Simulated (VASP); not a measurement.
**BaF2 (Frankdicksonite): relaxation of the atoms with PBEsol**

The system is BaF2 (Frankdicksonite).

```
CELL_PARAMETERS angstrom
0.00000 3.02518 3.02518
3.02518 0.00000 3.02518
3.02518 3.02518 0.00000
ATOMIC_POSITIONS crystal
Ba 0.00000 0.00000 0.00000
F 0.25000 0.25000 0.25000
F 0.75000 0.75000 0.75000
```

The cell isn't the ideal one: a relaxed cell with its volume scaled by 0.94.

```
Program                : VASP 6.6.1
Task                   : relaxation of the atoms
Functional             : PBEsol
Potentials or basis    : VASP PAW PBE potentials, release 64 (Ba_sv, F)
Cutoff                 : 600 eV
k mesh                 : 8 × 8 × 8
Occupations            : gaussian, width 0.03 eV
Spin                   : no spin polarisation
Further INCAR settings : ALGO = Normal; EDIFF = 1e-07; IBRION = 2; EDIFFG = -0.01; NSW = 40
```

```
Pressure after relaxing : 4.4 GPa
Band gap on the k mesh  : 6.92 eV, indirect (least direct gap 7.05 eV)
```

Final structure:
```
Ba F
1.0
     0.00000    3.02518    3.02518
     3.02518    0.00000    3.02518
     3.02518    3.02518    0.00000
Ba F
1 2
Direct
  0.00000 0.00000 0.00000
  0.25000 0.25000 0.25000
  0.75000 0.75000 0.75000
```

Levels at points of the mesh, in eV from the valence-band top:
| k point | band 9 | band 10 | band 11 | band 12 | band 13 | band 14 | band 15 | band 16 |
| --- | --- | --- | --- | --- | --- | --- | --- | --- |
| (0.00, 0.00, 0.00) | -1.79 | -0.13 | -0.13 | -0.13 | 6.92 | 9.35 | 9.35 | 11.91 |
| (0.50, 0.00, 0.00) | -0.79 | -0.37 | -0.18 | -0.18 | 9.39 | 9.39 | 9.43 | 9.93 |
| (0.50, 0.50, 0.00) | -0.49 | -0.29 | -0.29 | -0.22 | 7.27 | 9.26 | 11.06 | 12.48 |

Wall time 35 s on 1 thread of Intel(R) Xeon(R) Platinum 8488C (Sapphire Rapids) (shared host), peak memory 0.21 GiB.

Caveat: the relaxation stopped at its first step, so nothing moved; the PAW data sets were made with another functional, which shifts forces and pressure a little; spin-orbit coupling is left out, which moves the levels of the heavy elements. A k mesh can miss the band edges.
